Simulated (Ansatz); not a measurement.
LiCl (started from an entry of an open crystallographic database), relaxed with r2SCAN in the PAW code Ansatz. The symmetry is Fm-3m (No. 225, cubic); a = 5.112 Å in the conventional setting, 16.70 Å³ an atom. Li is surrounded by 6 Cl at 2.56 Å; Cl is surrounded by 6 Li at 2.56 Å.

The axes x, y and z are those of this cell:
```
CELL_PARAMETERS angstrom
0.00000 2.55603 2.55603
2.55603 0.00000 2.55603
2.55603 2.55603 0.00000
ATOMIC_POSITIONS crystal
Li 0.00000 0.00000 0.00000
Cl 0.50000 0.50000 0.50000
```

Unstrained: PBE gives an indirect gap of 6.384 eV, from Γ–K (0.19 of the way from Γ) to Γ; the least direct gap is 6.387 eV at Γ. Least and direct gap differ so little that the kind isn't settled. With r2SCAN the valence top lies at Γ–K (0.19 of the way from Γ) and the conduction bottom at Γ, 7.291 eV higher; the smallest vertical gap, at Γ, is 7.291 eV. Least and direct gap differ so little that the kind isn't settled. The HSE06 gap is indirect, 7.785 eV (Γ–K (0.19 of the way from Γ) to Γ), below the direct gap of 7.787 eV at Γ. Least and direct gap differ so little that the kind isn't settled. Meshes: PBE 8×8×8, r2SCAN 8×8×8, HSE06 6×6×6. Strains are changes of length per length. After each strain the atoms were relaxed again with r2SCAN within the symmetry that the strain leaves, so tilts or polar shifts that break it weren't tested; points keep the names that they have in the unstrained zone. Calculated for a static, non-magnetic cell.

Q: One strain changed the r2SCAN stress by xx +2.37, yy +2.37, zz +0.01 GPa (compression positive) and the gap by +0.142 eV (PBE), +0.155 eV (r2SCAN), +0.148 eV (HSE06). Which kind of strain was it, and roughly how large?

A: Epitaxial -2.9 % in the xy plane, free normal strain +2.25 %. The pattern of the stress gives the kind; the size needs the stiffness, so it is an estimate.

Q: One strain changed the r2SCAN stress by xx -1.75, yy -1.75, zz -1.75 GPa (compression positive) and the gap by -0.316 eV (PBE), -0.342 eV (r2SCAN), -0.335 eV (HSE06). Which kind of strain was it, and roughly how large?

A: Isotropic +1.91 % on every length. The pattern of the stress gives the kind; the size needs the stiffness, so it is an estimate.

Where an edge lies off the special points, it is a point of the mesh or the k point where a search put PBE's edge or least direct gap, reused for the other functionals, whose own edges may lie a little apart.

The meshes of the hybrids are coarse, so their gaps aren't converged to the digits shown.
